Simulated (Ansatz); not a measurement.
MgS (P6_3mc) at 3 levels of theory

One geometry, relaxed with PBE; plane waves with PAW potentials in Ansatz, scalar-relativistic. No spin polarisation. Gaps are the least over mesh and band path; pressure is positive in compression, and isn't given for hybrids.

```yaml
crystal:
  lattice:
    - [4.05566, 0.00000, 0.00000]
    - [-2.02783, 3.51231, 0.00000]
    - [0.00000, 0.00000, 6.48754]
  atoms:
    - { symbol: Mg, position: [0.66667, 0.33333, 0.49681] }
    - { symbol: Mg, position: [0.33333, 0.66667, 0.99681] }
    - { symbol: S, position: [0.33333, 0.66667, 0.37819] }
    - { symbol: S, position: [0.66667, 0.33333, 0.87819] }
```

```tsv
level	cutoff (eV)	k mesh	gap (eV)	pressure (GPa)
PBE	420	6×6×4	3.37	0.0
```

Problem. What comes out on the same cell with r2SCAN, HSE06?

Solution.
```tsv
level	cutoff (eV)	k mesh	gap (eV)	pressure (GPa)
r2SCAN	500	6×6×4	4.04	-1.1
HSE06	420	6×6×4	4.43	-
```

It was relaxed from a Materials Project cell.
